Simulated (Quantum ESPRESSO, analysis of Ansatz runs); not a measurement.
**HfO2 (P2_1/c), nudged elastic band: V_O hop (2.5 Å) (q = +2) (Quantum ESPRESSO)**

Aim: the barrier of one jump in HfO2 (P2_1/c) at charge +2: V_O hop (2.5 Å). The model is a cell of 48 host atoms with 1 O taken out; O is the atom that moves.

Calculated with Quantum ESPRESSO 7.5; Quantum ESPRESSO plane-wave DFT, PBEsol, GBRV 1.5 PBEsol potentials; nudged elastic band between two relaxed defect structures at fixed charge in a uniform background.

## 1. The structure

The cell holds 47 atoms: 16 Hf and 31 O. Its edges and angles: a = 9.411 Å, b = 8.427 Å, c = 9.411 Å, α = 110.9°, β = 113.5°, γ = 108.4°. It derives from HfO2 (space group P2_1/c). Nearest the centre at fractional (0.641, 0.628, 0.701): O31 at 1.27 Å, Hf8 at 1.69 Å, Hf10 at 1.71 Å, O22 at 2.56 Å, O20 at 2.65 Å, Hf3 at 2.66 Å, O38 at 2.69 Å, O24 at 2.82 Å. The cell carries charge +2.

The cell's shortest repeat is 8.4 Å.

## 2. Relaxation of the start point, charge +2

A barrier is counted from a minimum, so both ends are relaxed first. Small random displacements break the symmetry of the ideal sites, so that the defect can distort if it gains by it. The charge of +2 is set by the electron count, and a uniform background keeps the cell neutral.

The input, pw.in:

```
&CONTROL
  calculation = 'relax'
  prefix = 'pwscf'
  outdir = './tmp'
  pseudo_dir = './pseudo'
  tprnfor = .true.
  disk_io = 'low'
  nstep = 70
  forc_conv_thr = 0.00078
  etot_conv_thr = 0.0001
/
&SYSTEM
  ibrav = 0
  nat = 47
  ntyp = 2
  ecutwfc = 36
  ecutrho = 288
  nbnd = 192
  occupations = 'fixed'
  tot_charge = 2
  nosym = .true.
/
&ELECTRONS
  conv_thr = 5d-08
  electron_maxstep = 100
  mixing_beta = 0.5
/
&IONS
  ion_dynamics = 'bfgs'
/
ATOMIC_SPECIES
Hf   178.4900 hf_pbesol_v1.uspp.F.UPF
O     15.9990 o_pbesol_v1.2.uspp.F.UPF
CELL_PARAMETERS angstrom
  -5.9416700219    5.1632183080    5.1583953540
   4.2040263251   -5.1632183080    5.1655566081
   5.9416700219    5.1632183080   -5.1583953540
ATOMIC_POSITIONS crystal
Hf     0.0828607076    0.4903100571    0.8693646180
Hf     0.0797020459    0.9883372062    0.3643934936
Hf     0.5844084282    0.4915541547    0.3702292635
Hf     0.5855223344    0.9918887040    0.8672820142
Hf     0.3719733557    0.2576241936    0.8375144900
Hf     0.3716377794    0.7577123314    0.3387688743
Hf     0.8718611603    0.2533615921    0.3365899653
Hf     0.8727530569    0.7575715318    0.8368622624
Hf     0.4142084970    0.0041939058    0.1319216287
Hf     0.4176581380    0.5052157119    0.6294133870
Hf     0.9150641302    0.0032176899    0.6290412458
Hf     0.9177882487    0.5041033094    0.1326336507
Hf     0.1258745819    0.2406378475    0.1619763487
Hf     0.1280374866    0.7419357162    0.6600494673
Hf     0.6273286955    0.2431507350    0.6584294075
Hf     0.6266551925    0.7402540091    0.1587795772
O      0.3651648285    0.2144150034    0.5958071646
O      0.3629941193    0.7129162640    0.0916029601
O      0.8640895307    0.2130004264    0.0958426337
O      0.8628575047    0.7139120091    0.5972595581
O      0.3779111018    0.0378785288    0.8961628834
O      0.3780980652    0.5327712991    0.3935088151
O      0.8795188280    0.0349580680    0.4001772336
O      0.8780389939    0.5318234312    0.8968180592
O      0.1409367707    0.2880637681    0.4053501790
O      0.1360402806    0.7868211000    0.9071814300
O      0.6404139887    0.2845271708    0.9082823544
O      0.6398293830    0.7831765220    0.4062524982
O      0.1173269763    0.4635524776    0.0991485151
O      0.1239705204    0.9647498954    0.6042347896
O      0.6214887563    0.4624654880    0.6047972759
O      0.6216108219    0.9683364028    0.1053435347
O      0.3375320021    0.2008740207    0.2057614505
O      0.3377849421    0.7012726569    0.7041840563
O      0.8410515554    0.2043357573    0.7102037846
O      0.8418132266    0.7051116709    0.2062355230
O      0.5040594990    0.0471692818    0.3830046995
O      0.4993543562    0.5457787575    0.8827297415
O      1.0000183885    0.0455963746    0.8814233496
O      1.0047259927    0.5432532119    0.3843200775
O      0.1572755528    0.2944572419    0.7900624844
O      0.1597002024    0.7926785333    0.2886661453
O      0.6597530557    0.2904402322    0.2909110184
O     -0.0022842637    0.4588639233    0.6160949207
O     -0.0025639609    0.9576501063    0.1142311242
O      0.4971831021    0.4575784687    0.1186511193
O      0.4981002126    0.9575238890    0.6141052068
K_POINTS gamma
```

On the command line:

```bash
> OMP_NUM_THREADS=1 mpirun -n 4 pw.x -in pw.in > pw.out
```

Output:

```text
[shortened: banners, details of potentials and solvers, and blank lines are left out]
     gamma-point specific algorithms are used
     one sub-group per band group will be used
     scalapack distributed-memory algorithm (size of sub-group:  2*  2 procs)
     bravais-lattice index     =            0
     lattice parameter (alat)  =      17.7847  a.u.
     unit-cell volume          =    3650.0307 (a.u.)^3
     number of atoms/cell      =           47
     number of atomic types    =            2
     number of electrons       =       376.00
     number of Kohn-Sham states=          192
     kinetic-energy cutoff     =      36.0000  Ry
     charge density cutoff     =     288.0000  Ry
     scf convergence threshold =      5.0E-08
     mixing beta               =       0.5000
     number of iterations used =            8  plain     mixing
     energy convergence thresh.=      1.0E-04
     force convergence thresh. =      7.8E-04
     Exchange-correlation= SLA  PW   PSX  PSC
                           (   1   4  10   8   0   0   0)
     nstep                     =           70
     crystal axes: (cart. coord. in units of alat)
               a(1) = (  -0.631338   0.548623   0.548110 )
               a(2) = (   0.446703  -0.548623   0.548871 )
               a(3) = (   0.631338   0.548623  -0.548110 )
     PseudoPot. # 1 for Hf read from file:
     hf_pbesol_v1.uspp.F.UPF
     Pseudo is Ultrasoft + core correction, Zval = 12.0
[...]
PseudoPot. # 2 for O  read from file:
     o_pbesol_v1.2.uspp.F.UPF
     Pseudo is Ultrasoft + core correction, Zval =  6.0
[...]
atomic species   valence    mass     pseudopotential
     Hf               12.00   178.49000     Hf( 1.00)
     O                 6.00    15.99900     O ( 1.00)
     No symmetry found
     site n.     atom                  positions (alat units)
         1        Hf     tau(   1) = (   0.7155729   0.2534173  -0.1619739  )
         2        Hf     tau(   2) = (   0.6212298  -0.2985835   0.3864277  )
         3        Hf     tau(   3) = (   0.0843593   0.2540582   0.3871939  )
         4        Hf     tau(   4) = (   0.6209653   0.2528689   0.3899839  )
         5        Hf     tau(   5) = (   0.4089954   0.5222142  -0.1137654  )
         6        Hf     tau(   6) = (   0.3177210  -0.0259530   0.4339024  )
         7        Hf     tau(   7) = (  -0.2247597   0.5239840   0.4324507  )
         8        Hf     tau(   8) = (   0.3157503   0.5223131   0.4354815  )
[...]
number of k points=     1
                       cart. coord. in units 2pi/alat
        k(    1) = (   0.0000000   0.0000000   0.0000000), wk =   2.0000000
     Dense  grid:   150556 G-vectors     FFT dimensions: ( 100,  90, 100)
     Smooth grid:    53237 G-vectors     FFT dimensions: (  72,  64,  72)
     Check: negative core charge=   -0.000005
     starting charge     345.9999, renormalised to     376.0000
     Self-consistent Calculation
     iteration #  1     ecut=    36.00 Ry     beta= 0.50
     total energy              =   -3542.58696857 Ry
     estimated scf accuracy    <      15.60769922 Ry
     iteration #  2     ecut=    36.00 Ry     beta= 0.50
     total energy              =   -3544.14043010 Ry
     estimated scf accuracy    <       4.09424630 Ry
     iteration #  3     ecut=    36.00 Ry     beta= 0.50
     total energy              =   -3544.91995515 Ry
     estimated scf accuracy    <       1.42924049 Ry
[...]
estimated scf accuracy    <       0.00002797 Ry
[... 230 further cycles ...]
     iteration #  5     ecut=    36.00 Ry     beta= 0.50
     total energy              =   -3545.36874013 Ry
     estimated scf accuracy    <       0.00000001 Ry
     iteration #  6     ecut=    36.00 Ry     beta= 0.50
     total energy              =   -3545.36874013 Ry
     estimated scf accuracy    <          2.5E-09 Ry
     iteration #  7     ecut=    36.00 Ry     beta= 0.50
     End of self-consistent calculation
          k = 0.0000 0.0000 0.0000 (  6643 PWs)   bands (ev):
   -49.4776 -49.4215 -49.3995 -49.3958 -49.3787 -49.3558 -49.3066 -49.2821
   -49.2406 -49.2404 -49.2057 -49.1952 -49.1900 -49.1865 -49.1791 -49.1565
   -18.5639 -18.5346 -18.4960 -18.4668 -18.4287 -18.4216 -18.3648 -18.3577
   -18.3467 -18.3260 -18.3098 -18.2881 -18.2586 -18.2502 -18.2368 -18.2314
   -18.2238 -18.2087 -18.1820 -18.1764 -18.1659 -18.1623 -18.1186 -18.1079
   -18.0885 -18.0696 -18.0610 -18.0544 -18.0353 -18.0248 -18.0066 -18.0018
   -17.9883 -17.9738 -17.9536 -17.9416 -17.9310 -17.9098 -17.9085 -17.8929
   -17.8808 -17.8747 -17.8660 -17.8634 -17.8409 -17.8201 -17.8075 -17.7805
[...]
highest occupied, lowest unoccupied level (ev):    10.8518   14.5707
!    total energy              =   -3545.36874013 Ry
     estimated scf accuracy    <          2.9E-10 Ry
     The total energy is the sum of the following terms:
     one-electron contribution =    -575.60854980 Ry
     hartree contribution      =     503.47657037 Ry
     xc contribution           =   -1429.88401092 Ry
     ewald contribution        =   -2043.35274978 Ry
     convergence has been achieved in   7 iterations
     Forces acting on atoms (cartesian axes, Ry/au):
     atom    1 type  1   force =     0.00015090    0.00000796    0.00022652
     atom    2 type  1   force =    -0.00008707    0.00000108   -0.00008949
     atom    3 type  1   force =    -0.00007335   -0.00005726    0.00005114
     atom    4 type  1   force =    -0.00002848    0.00006442    0.00013772
     atom    5 type  1   force =     0.00002754   -0.00010518   -0.00014232
     atom    6 type  1   force =     0.00012072    0.00017351    0.00004694
     atom    7 type  1   force =    -0.00005061   -0.00023562   -0.00027529
     atom    8 type  1   force =     0.00008883   -0.00017740   -0.00006910
[...]
Total force =     0.002984     Total SCF correction =     0.000058
     Energy error            =      2.2E-05 Ry
     Gradient error          =      1.1E-03 Ry/Bohr
     number of scf cycles    =  29
     number of bfgs steps    =  28
     energy             old  =   -3545.3687183380 Ry
     energy             new  =   -3545.3687401274 Ry
     CASE: energy            _new < energy            _old
     new trust radius        =       0.0048884552 bohr
     new conv_thr            =       0.0000000005 Ry
ATOMIC_POSITIONS (crystal)
Hf               0.0871611696        0.4858235042        0.8674362445
Hf               0.0777569251        0.9841038714        0.3621647668
Hf               0.5800544184        0.4929132561        0.3655590514
Hf               0.5817520222        1.0172179961        0.8790392052
Hf               0.3740954357        0.2616903560        0.8389926170
Hf               0.3762105464        0.7571738584        0.3431280118
Hf               0.8746998154        0.2570600560        0.3438938968
Hf               0.8988072005        0.7525505784        0.8423779656
[...]
Check: negative core charge=   -0.000005
     Self-consistent Calculation
     iteration #  1     ecut=    36.00 Ry     beta= 0.50
     total energy              =   -3545.36875171 Ry
     estimated scf accuracy    <       0.00001452 Ry
     iteration #  2     ecut=    36.00 Ry     beta= 0.50
     total energy              =   -3545.36875326 Ry
     estimated scf accuracy    <       0.00000178 Ry
     iteration #  3     ecut=    36.00 Ry     beta= 0.50
     total energy              =   -3545.36875359 Ry
     estimated scf accuracy    <       0.00000034 Ry
[...]
estimated scf accuracy    <       0.00000003 Ry
     iteration #  5     ecut=    36.00 Ry     beta= 0.50
     total energy              =   -3545.36875365 Ry
     estimated scf accuracy    <          7.2E-09 Ry
     iteration #  6     ecut=    36.00 Ry     beta= 0.50
     total energy              =   -3545.36875365 Ry
     estimated scf accuracy    <          1.3E-09 Ry
     iteration #  7     ecut=    36.00 Ry     beta= 0.50
     End of self-consistent calculation
          k = 0.0000 0.0000 0.0000 (  6643 PWs)   bands (ev):
   -49.4788 -49.4209 -49.4001 -49.3959 -49.3797 -49.3564 -49.3058 -49.2816
   -49.2406 -49.2393 -49.2059 -49.1948 -49.1894 -49.1856 -49.1786 -49.1567
   -18.5638 -18.5347 -18.4964 -18.4671 -18.4288 -18.4220 -18.3649 -18.3578
   -18.3465 -18.3262 -18.3099 -18.2881 -18.2584 -18.2502 -18.2367 -18.2313
   -18.2236 -18.2086 -18.1821 -18.1765 -18.1658 -18.1622 -18.1185 -18.1077
   -18.0886 -18.0695 -18.0611 -18.0543 -18.0352 -18.0244 -18.0063 -18.0014
   -17.9881 -17.9735 -17.9534 -17.9414 -17.9307 -17.9094 -17.9083 -17.8926
   -17.8805 -17.8747 -17.8657 -17.8632 -17.8409 -17.8198 -17.8072 -17.7802
[...]
highest occupied, lowest unoccupied level (ev):    10.8520   14.5717
!    total energy              =   -3545.36875365 Ry
     estimated scf accuracy    <          2.1E-10 Ry
     The total energy is the sum of the following terms:
     one-electron contribution =    -575.60973376 Ry
     hartree contribution      =     503.47796191 Ry
     xc contribution           =   -1429.88399310 Ry
     ewald contribution        =   -2043.35298871 Ry
     convergence has been achieved in   7 iterations
     Forces acting on atoms (cartesian axes, Ry/au):
     atom    1 type  1   force =     0.00009232    0.00000631    0.00001201
     atom    2 type  1   force =    -0.00005348    0.00001768   -0.00020262
     atom    3 type  1   force =    -0.00008733    0.00001960    0.00000946
     atom    4 type  1   force =     0.00009074   -0.00001244    0.00010249
     atom    5 type  1   force =    -0.00010813    0.00003197   -0.00025320
     atom    6 type  1   force =     0.00019204    0.00011167   -0.00005287
     atom    7 type  1   force =    -0.00003782   -0.00019087   -0.00008733
     atom    8 type  1   force =    -0.00016726   -0.00014528    0.00006375
[...]
Total force =     0.002427     Total SCF correction =     0.000058
     Energy error            =      1.4E-05 Ry
     Gradient error          =      5.8E-04 Ry/Bohr
     bfgs converged in  30 scf cycles and  29 bfgs steps
     (criteria: energy <  1.0E-04 Ry, force <  7.8E-04 Ry/Bohr)
     End of BFGS Geometry Optimization
     Final energy             =   -3545.3687536537 Ry
Begin final coordinates
ATOMIC_POSITIONS (crystal)
Hf               0.0871611696        0.4858235042        0.8674362445
Hf               0.0777569251        0.9841038714        0.3621647668
Hf               0.5800544184        0.4929132561        0.3655590514
Hf               0.5817520222        1.0172179961        0.8790392052
Hf               0.3740954357        0.2616903560        0.8389926170
Hf               0.3762105464        0.7571738584        0.3431280118
Hf               0.8746998154        0.2570600560        0.3438938968
Hf               0.8988072005        0.7525505784        0.8423779656
[...]
End final coordinates
   JOB DONE.
```

The job ended after 9.8 min (4 MPI ranks of Arm Neoverse V1, shared host; peak memory 1.4 GiB; 39 min of CPU time).

The steps of the relaxation (22 of 30):

```tsv
step	energy less that of the first step (eV)
0	0.0000
1	-1.8943
3	-2.6757
4	-2.8151
6	-3.0028
7	-3.0413
8	-3.0817
10	-3.1226
11	-3.1411
12	-3.1601
14	-3.1880
15	-3.2001
17	-3.2246
18	-3.2348
19	-3.2418
21	-3.2486
22	-3.2509
23	-3.2528
25	-3.2551
26	-3.2557
28	-3.2564
29	-3.2566
```

The atoms that moved most (Å):

```tsv
atom	dx	dy	dz	length
O39	0.140	-0.292	-0.369	0.491
O44	-0.177	0.265	0.181	0.366
O31	0.337	-0.076	0.113	0.364
O41	0.103	0.243	-0.197	0.330
O34	-0.080	0.022	0.258	0.271
O35	-0.134	-0.184	0.145	0.270
Hf8	-0.143	0.189	0.080	0.250
O43	0.158	0.159	-0.105	0.247
```

Neighbours of O31 at the end:

```tsv
atom	distance (Å)
Hf10	2.070
Hf8	2.116
Hf3	2.322
Hf15	2.359
O24	2.599
O22	2.624
O20	2.643
O17	2.695
```

Numbers from this step:

* highest filled level: 10.85 eV
* lowest empty level: 14.57 eV
* r.m.s. move of the farther half of the atoms: 0.1331 Å
* largest move from the ideal geometry of this structure, a common shift of the far atoms taken out: 0.5241 Å

The relaxation gained 3.257 eV and ended with a largest force component of 0.015 eV/Å.

(Continued in part 2 of 3.)

[Logs are printed without paths, hosts, clocks, repeated set-up lines and the standing remarks that a program may print on its own settings, such as how far it seeks lower states.]

[Hosts, paths, dates, database ids (printed as entryN), source tags and the programs' standing remarks are cut or masked in the printed files.]
